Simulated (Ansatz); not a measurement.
Crystal: Sm.

```xyz
4
Lattice="3.6497 0.0000 0.0000 -1.8248 3.1607 0.0000 0.0000 0.0000 11.7209" Properties=species:S:1:pos:R:3 pbc="T T T"
Sm    1.8248    1.0536    8.7906
Sm    0.0000    2.1071    2.9302
Sm    0.0000    0.0000    5.8604
Sm    0.0000    0.0000    0.0000
```

This isn't the form of Sm at room conditions, which is rhombohedral.

Below is the output of Ansatz 0.2.0 for this cell. Logs are shortened: lines on timing, memory, paths and dates and some standing lists are left out, and cuts for length are marked.

```text
Warning: RAYON_NUM_THREADS=2 ignored (pool sized by the plan → 2); use --threads N
band count auto-derived: 59 (N_el = 64.0; filled up to band 32; 39 by the electrons, moments and atoms)
Engine: ansatz 0.2.0, aarch64-unknown-linux-gnu
Pseudopotentials: kind: paw
Pseudopotential: Sm, paw, valence charge 16, recommended cutoff 420 eV (normal), Sm.paw.azcp
Functional definition: PBEsol
  exchange = pbesol_x
  correlation = pbesol_c
Crystal: 4 atoms, lattice volume = 135.208 Å³
Basis set: ecut = 420 eV, 2607 PW (Γ), exchange–correlation on 50×50×160 points (8 copies of the dense FFT grid, shifted against one another)
Bands: 59, of which v1, the nominal top of the filled ones, is band 32 counted from 1 (31 counted from 0)
Symmetry: 24 space group operations
Space group: P63/mmc (ITA 194), of the structure as read, at distance tolerance 5.1e-5 Å
k-points: 20 of 192
Non-local potential: Sm, projectors of the file, l = 0: 3, l = 1: 2, l = 2: 2, l = 3: 3
PAW form: soft (Blöchl's): semilocal exchange-correlation on the pseudo side does not see the compensation charge
[... 37 lines left out ...]
  E_paw        = -24464.638554  (= ΣΔE_a)
  E_vpaw       = -808.283201  (= ΣTr[D̂ρ^β])
  E_aug_tail   = -0.000001  (compensation charges beyond the density's cutoff)
  E_ewald      = -6585.475628
  E_core_change = 2.047032  (= ΣΔE_core)
  E_smearing   = -1.075682  (= −TS)
  E_closure    = -0.000000  (closes the sum)
  Σ components = -32560.100336   (vs F -32560.100336, Δ=0.00e0)
--- Forces (eV/Å), atoms counted from 1 ---
  atom   1  Sm    -0.00000000     0.00000000     0.00000000
  atom   2  Sm     0.00000000    -0.00000000     0.00000000
  atom   3  Sm    -0.00000000    -0.00000000     0.00000000
  atom   4  Sm    -0.00000000    -0.00000000    -0.00000000
  max |Σ_I F_I| component: 9.25e-18 eV/Å
--- Stress (GPa, compression-positive) ---
       -7.016939      -0.000000       0.000000
       -0.000000      -7.016939       0.000000
        0.000000       0.000000      -6.733414
  P = ⅓ Tr σ = -6.9224 GPa (-69.224 kbar)
--- Band table (eV; the first three rows and the last of 20) ---
  k-point 0: bands = ["-28.0655", "-28.0130", "-28.0093", "-27.9559", "-8.2499", "-7.7698", "-7.7641", "-7.3973", "-7.3973", "-7.3306", "-7.3306", "-7.3268", "-7.3268", "-7.2589", "-7.2589", "-7.2331", "7.5333", "9.0320", "9.0427", "9.9113", "11.1998", "11.2329", "11.2672", "11.3071", "11.3083", "11.3574", "11.3988", "11.3988", "11.4025", "11.4025", "11.4217", "11.4527", "11.4527", "11.4557", "11.4557", "11.5124", "11.5124", "11.5126", "11.5282", "11.5282", "11.6277", "11.6277", "11.6580", "11.6581", "11.6581", "11.6624", "11.6634", "11.6678", "13.0500", "13.0529", "13.4963", "13.4963", "13.5851", "13.5851", "13.7609", "13.8826", "14.0613", "14.0613", "14.2185"]
  k-point 1: bands = ["-28.0582", "-28.0384", "-27.9836", "-27.9634", "-8.1876", "-8.0139", "-7.5073", "-7.3882", "-7.3882", "-7.3632", "-7.3632", "-7.3081", "-7.2940", "-7.2940", "-7.2684", "-7.2684", "7.7390", "8.3006", "9.6292", "9.8691", "11.2295", "11.2317", "11.2446", "11.2830", "11.3668", "11.3740", "11.4064", "11.4064", "11.4098", "11.4098", "11.4264", "11.4319", "11.4319", "11.4354", "11.4354", "11.4867", "11.5437", "11.5437", "11.5576", "11.5576", "11.6123", "11.6123", "11.6339", "11.6339", "11.6587", "11.6604", "11.6654", "11.6672", "13.0718", "13.3542", "13.4788", "13.5892", "13.5892", "13.6722", "13.6722", "13.7186", "13.9335", "13.9335", "14.0527"]
  k-point 2: bands = ["-28.0526", "-28.0037", "-28.0000", "-27.9504", "-8.2024", "-7.7901", "-7.7862", "-7.5038", "-7.4321", "-7.4110", "-7.3989", "-7.3660", "-7.3556", "-7.3519", "-7.2738", "-7.2526", "7.9224", "9.3634", "9.3732", "10.2646", "11.1710", "11.2161", "11.2519", "11.2789", "11.2998", "11.3358", "11.3871", "11.3936", "11.4115", "11.4119", "11.4335", "11.4551", "11.4655", "11.4674", "11.4731", "11.4982", "11.5104", "11.5167", "11.5300", "11.5364", "11.6071", "11.6079", "11.6111", "11.6195", "11.6251", "11.6288", "11.6306", "11.6609", "12.7334", "12.8873", "13.0062", "13.1662", "13.4869", "13.5659", "13.8679", "13.8773", "14.1708", "14.4247", "14.4599"]
  k-point 19: bands = ["-27.9475", "-27.9449", "-27.9366", "-27.9340", "-8.0659", "-8.0504", "-7.9866", "-7.9673", "-7.8231", "-7.8034", "-7.7461", "-7.6719", "-7.5768", "-7.5039", "-7.4578", "-7.4367", "10.7128", "10.7754", "11.0161", "11.0349", "11.2134", "11.2321", "11.2927", "11.3295", "11.3502", "11.3684", "11.4034", "11.4107", "11.4135", "11.4206", "11.4407", "11.4555", "11.4621", "11.4681", "11.4789", "11.5056", "11.5118", "11.5165", "11.5379", "11.5476", "11.5964", "11.5965", "11.5994", "11.6005", "11.6894", "11.6955", "11.7268", "11.7634", "11.8013", "12.0679", "12.1141", "12.2354", "12.9429", "13.0398", "13.1400", "13.3933", "14.5771", "14.7758", "15.7012"]
```

**Question.** What input gives this log?

**Answer.** Single point with PBEsol, no spin polarisation. The files as run (others can give the same):

input.yaml
```yaml
crystal:
  lattice:
    - [3.6496888665, 0.0, 0.0]
    - [-1.8248444332, 3.1607232743, 0.0]
    - [0.0, 0.0, 11.72085632]
  atoms:
    - { symbol: Sm, position: [0.6666666667, 0.3333333333, 0.75] }
    - { symbol: Sm, position: [0.3333333333, 0.6666666667, 0.25] }
    - { symbol: Sm, position: [0.0, 0.0, 0.5] }
    - { symbol: Sm, position: [0.0, 0.0, 0.0] }
hamiltonian:
  xc: pbesol
  pseudopotentials: { kind: paw }
kpoints:
  mp_grid: { grid: [8, 8, 3] }
scf:
  occupations: { method: fermi_dirac, width: 0.05 }
output:
  forces: true
  stress: true
  eigenvalues: true
  write_density: true
  write_potential: true
  elf: true
  volumetric_format: npy
```

Potentials or basis: Ansatz PAW.
The run is started by
```bash
$ ansatz run input.yaml --threads 2 --pin off --max-ram 5632MiB --backend cpu --events-out ev --progress --plain --runs-dir out
```

Caveat: the PAW data sets come from PBE, with cores solved anew for the run's functional, which leaves a small shift of forces and pressure.
